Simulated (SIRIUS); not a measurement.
Crystal: Pd.

```xyz
1
Lattice="0.0000 1.9465 1.9465 1.9465 0.0000 1.9465 1.9465 1.9465 0.0000" Properties=species:S:1:pos:R:3 pbc="T T T"
Pd    0.0000    0.0000    0.0000
```

Base run:

```yaml
Program: SIRIUS 7.10.0
Functional: PBE
Potentials_or_basis: JTH 2.0 PBE (PAW)
Cutoff: 611 eV
Density_cutoff: 5442 eV
k_mesh: 12 × 12 × 12
Occupations: fermi-dirac, width 0.05 eV
Spin: no spin polarisation
```

Its results: band gap on the k mesh none (metal or under the smearing width); pressure 14.3 GPa.

Question: The run is repeated on the same cell with these changes: potentials or basis from JTH 2.0 PBE (PAW) to in-house norm-conserving set, PBE (scalar relativistic); cutoff from 611 eV to 1127 eV; density cutoff from 5442 eV to 4507 eV. What comes out?

Answer: Band gap on the k mesh none (metal or under the smearing width); pressure 6.9 GPa.

Not every run made on this cell is shown here.
